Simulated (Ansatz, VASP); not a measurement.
# Two plane-wave programs on TiB2

INCAR

```
SYSTEM = TiB2
ALGO = Normal ; EDIFF = 1E-6
EDIFFG = -0.005 ; ENCUT = 600
GGA = PS ; IBRION = 2
ISIF = 3 ; ISMEAR = 0
LASPH = .True. ; LCHARG = .False.
LREAL = .False. ; LWAVE = .False.
NELM = 100 ; NSW = 100
PREC = Accurate ; SIGMA = 0.1
```

The input KPOINTS:

```
k-points
0
Gamma
  15 15 14
  0 0 0
```

The input POSCAR:

```
TiB2
1.0
    3.0292000000      0.0000000000      0.0000000000
   -1.5146000000      2.6233641531      0.0000000000
    0.0000000000      0.0000000000      3.2284000000
Ti B
1 2
Direct
    0.0000000000      0.0000000000      0.0000000000
    0.3333333333      0.6666666667      0.5000000000
    0.6666666667      0.3333333333      0.5000000000
```

Input for Ansatz:

```yaml
crystal:
  lattice:
    - [3.0292, 0.0, 0.0]
    - [-1.5146, 2.6233641531, 0.0]
    - [0.0, 0.0, 3.2284]
  atoms:
    - { symbol: Ti, position: [0.0, 0.0, 0.0] }
    - { symbol: B, position: [0.3333333333, 0.6666666667, 0.5] }
    - { symbol: B, position: [0.6666666667, 0.3333333333, 0.5] }
basis:
  ecutwfc: 420
kpoints:
  mp_grid: { grid: [15, 15, 14] }
hamiltonian:
  xc: pbesol
scf:
  occupations: { method: gaussian, width: 0.1 }
output:
  forces: true
  stress: true
  eigenvalues: true
relax:
  adjacent_minimum: "off"
  f_tol: 0.005
  max_steps: 80
  cell: { stress_tol: 0.05 }
```

Alike in both runs: task relaxation of cell and atoms; functional PBEsol; k mesh 15 × 15 × 14; occupations gaussian, width 0.1 eV; no spin polarisation.

|  | VASP | Ansatz |
| --- | --- | --- |
| version | VASP 6.6.1 | Ansatz 0.2.0 |
| potentials or method | VASP PAW PBE potentials, release 64 (Ti_sv, B) | scalar-relativistic, plane waves, PAW |
| plane-wave cutoff (eV) | 600 | 420 |
| valence electrons in the cell | 18 | 18 |

Ansatz gave:

* gap on the k mesh at the Fermi level, each at its own relaxed structure (eV): none
* relaxed volume (Å³/atom): 8.37
* relaxed cell length with the largest relative difference (Å): 3.018
* energy change over the relaxation (meV/atom): -3

Task: What did VASP give for the same quantities?

Result: gap on the k mesh at the Fermi level, each at its own relaxed structure (eV): none; relaxed volume (Å³/atom): 8.38; relaxed cell length with the largest relative difference (Å): 3.019; energy change over the relaxation (meV/atom): -3.

A gap of «none» marks a metal or a gap that the smearing closes.

Caveats: the PAW data sets were made with another functional, which shifts forces and pressure a little (VASP).
